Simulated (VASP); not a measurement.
## CaSe: equation of state with PBE

Crystal: CaSe.

```
Se Ca
1.0
     0.00000    3.30000    3.30000
     3.30000    0.00000    3.30000
     3.30000    3.30000    0.00000
Se Ca
1 1
Direct
  0.25000 0.25000 0.25000
  0.00000 0.00000 0.00000
```

The cell comes from a database or a generator and needn't be the stable form of this composition.

* Program: VASP 6.6.1
* Task: equation of state
* Functional: PBE
* Potentials or basis: VASP PAW PBE potentials, release 64 (Se, Ca_sv)
* Cutoff: 520 eV
* k mesh: 7 × 7 × 7
* Occupations: fermi-dirac, width 0.05 eV
* Spin: no spin polarisation
* Further INCAR settings: ALGO = Normal; EDIFF = 1e-07; NBANDS = 15

```yaml
Equilibrium_volume: 35.89 Å³/atom
Bulk_modulus: 33 GPa
Pressure_derivative_of_the_bulk_modulus: 4.0
```

Energy against volume, from the lowest point:
| volume (Å³/atom) | energy (meV/atom) |
| --- | --- |
| 33.781 | 13.84 |
| 34.500 | 5.79 |
| 35.218 | 1.29 |
| 35.937 | 0.00 |
| 36.656 | 1.61 |
| 37.374 | 5.85 |
| 38.093 | 12.47 |

All runs of the series together: 3.7 min on 1 thread of Intel(R) Xeon(R) Platinum 8488C (Sapphire Rapids) (shared host).
